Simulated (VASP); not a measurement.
**K2S: single point with HSE06**

Crystal: K2S.

```
K S
1.0
     0.00000    3.67342    3.67342
     3.67342    0.00000    3.67342
     3.67342    3.67342    0.00000
K S
2 1
Direct
  0.75000 0.75000 0.75000
  0.25000 0.25000 0.25000
  0.00000 0.00000 0.00000
```

The cell is a database's computed one.

| Property | Result |
| --- | --- |
| Program | VASP 6.6.1 |
| Task | single point |
| Functional | HSE06 |
| Potentials or basis | VASP PAW PBE potentials, release 64 (K_sv, S) |
| Cutoff | 520 eV |
| k mesh | 4 × 4 × 4 |
| Occupations | gaussian, width 0.02 eV |
| Spin | no spin polarisation |

- Pressure: 0.7 GPa
- Band gap on the k mesh: 3.39 eV, indirect (least direct gap 3.60 eV)

Levels at points of the mesh, in eV from the valence-band top:
```tsv
k point	band 9	band 10	band 11	band 12	band 13	band 14	band 15	band 16
(0.00, 0.00, 0.00)	-10.63	-0.21	-0.21	-0.21	3.39	6.73	6.73	8.88
(0.50, 0.00, 0.00)	-10.38	-0.65	-0.07	-0.07	5.80	6.22	7.02	7.02
(0.50, 0.50, 0.00)	-10.32	-0.79	0.00	0.00	4.48	6.53	7.98	8.06
```

Wall time 5.8 min on 1 thread of Intel(R) Xeon(R) Platinum 8375C CPU @ 2.90GHz (Ice Lake) (shared host), peak memory 0.35 GiB.

Caveat: the PAW data sets were made with another functional, which shifts forces and pressure a little. A k mesh can miss the band edges.
